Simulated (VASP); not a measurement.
All values below come from r2SCAN meta-GGA, VASP's PBE PAW potentials (set 64) (plane waves; VASP).

Input for VASP

POSCAR:
```
AlSb
3.1222060
  0.0000000000   0.9999998539   0.9999998539
  0.9999998539   0.0000000000   0.9999998539
  0.9999998539   0.9999998539   0.0000000000
Al Sb
1 1
Cart
  0.0000000000   0.0000000000   0.0000000000
  0.4999999269   0.4999999269   0.4999999269
```

### INCAR
```
ISMEAR=0   ! Gaussian
EDIFF=1E-7   ! SCF stop (eV)
METAGGA=R2SCAN
PREC=Accurate
LREAL=F
NELM=100
LCHARG=F
SYSTEM=AlSb
LMIXTAU=T
LWAVE=F
ISIF=2
LMAXMIX=4   ! l cut-off of mixed one-centre charges
LASPH=T   ! aspherical one-centre terms
ENCUT=520   ! plane-wave cut-off (eV)
ALGO=Normal
SIGMA=0.05
```

### KPOINTS
```
K-points
0
G
  7 7 7
```

POTCAR, in this order: Al Sb (PBE.64 set). Program: vasp_std.

The run wrote:

### OSZICAR
```
       N       E                     dE             d eps       ncg     rms          rms(c)
DAV:   1    -0.964790012341E+01   -0.96479E+01   -0.28623E+03   320   0.739E+02
DAV:   2    -0.332823015668E+02   -0.23634E+02   -0.23085E+02   392   0.881E+01
DAV:   3    -0.338760446040E+02   -0.59374E+00   -0.59374E+00   416   0.176E+01
DAV:   4    -0.338794770100E+02   -0.34324E-02   -0.34324E-02   504   0.160E+00
DAV:   5    -0.338794825365E+02   -0.55265E-05   -0.55265E-05   408   0.685E-02    0.380E+00
DAV:   6    -0.329124569339E+02    0.96703E+00   -0.26694E-01   400   0.349E+00    0.252E+00
DAV:   7    -0.328735888218E+02    0.38868E-01   -0.19103E-01   336   0.282E+00    0.504E-01
DAV:   8    -0.329206540986E+02   -0.47065E-01   -0.10281E-01   320   0.252E+00    0.434E-01
DAV:   9    -0.329199705693E+02    0.68353E-03   -0.16676E-02   320   0.106E+00    0.114E-01
DAV:  10    -0.329337632049E+02   -0.13793E-01   -0.12056E-02   320   0.986E-01    0.612E-02
DAV:  11    -0.329345445840E+02   -0.78138E-03   -0.15079E-03   344   0.362E-01    0.347E-02
DAV:  12    -0.329347426741E+02   -0.19809E-03   -0.16389E-04   336   0.133E-01    0.175E-02
DAV:  13    -0.329347241365E+02    0.18538E-04   -0.10475E-04   336   0.101E-01    0.995E-03
DAV:  14    -0.329347621931E+02   -0.38057E-04   -0.45601E-05   320   0.719E-02    0.411E-03
DAV:  15    -0.329347648389E+02   -0.26459E-05   -0.15197E-06   400   0.131E-02    0.296E-03
DAV:  16    -0.329347653158E+02   -0.47681E-06   -0.23207E-07   376   0.450E-03    0.961E-04
DAV:  17    -0.329347654006E+02   -0.84872E-07   -0.92406E-08   320   0.350E-03
   1 F= -.32934765E+02 E0= -.32934765E+02  d E =-.643124E-13
```

OUTCAR:
```
------------------------ aborting loop because EDIFF is reached ----------------------------------------
  FORCE on cell =-STRESS in cart. coord.  units (eV):
  Direction    XX          YY          ZZ          XY          YZ          ZX
  --------------------------------------------------------------------------------------
  Total       -0.5850636     -0.5850636     -0.5850636      0.0000000      0.0000000      0.0000000
  in kB      -15.3992373    -15.3992373    -15.3992373      0.0000000      0.0000000      0.0000000
  external PRESSURE =     -15.3992373 kB  Pullay stress =       0.0000000 kB
  volume of cell :       60.87
      direct lattice vectors                 reciprocal lattice vectors
     0.000000000  3.122205544  3.122205544    -0.160143204  0.160143204  0.160143204
     3.122205544  0.000000000  3.122205544     0.160143204 -0.160143204  0.160143204
     3.122205544  3.122205544  0.000000000     0.160143204  0.160143204 -0.160143204
 POSITION                                       TOTAL-FORCE (eV/Angst)
 -----------------------------------------------------------------------------------
      0.00000      0.00000      0.00000        -0.000000     -0.000000      0.000000
      1.56110      1.56110      1.56110         0.000000      0.000000     -0.000000
 -----------------------------------------------------------------------------------
    total drift:                               -0.000000     -0.000000     -0.000000
  FREE ENERGIE OF THE ION-ELECTRON SYSTEM (eV)
  ---------------------------------------------------
  free  energy   TOTEN  =       -32.9347654006 eV

  energy  without entropy=      -32.9347654006  energy(sigma->0) =      -32.93476540
```
(Selected blocks of OUTCAR.)

The compound is AlSb in the zinc blende structure. This cell is one point of a volume scan, at 1.03 of the reference volume.
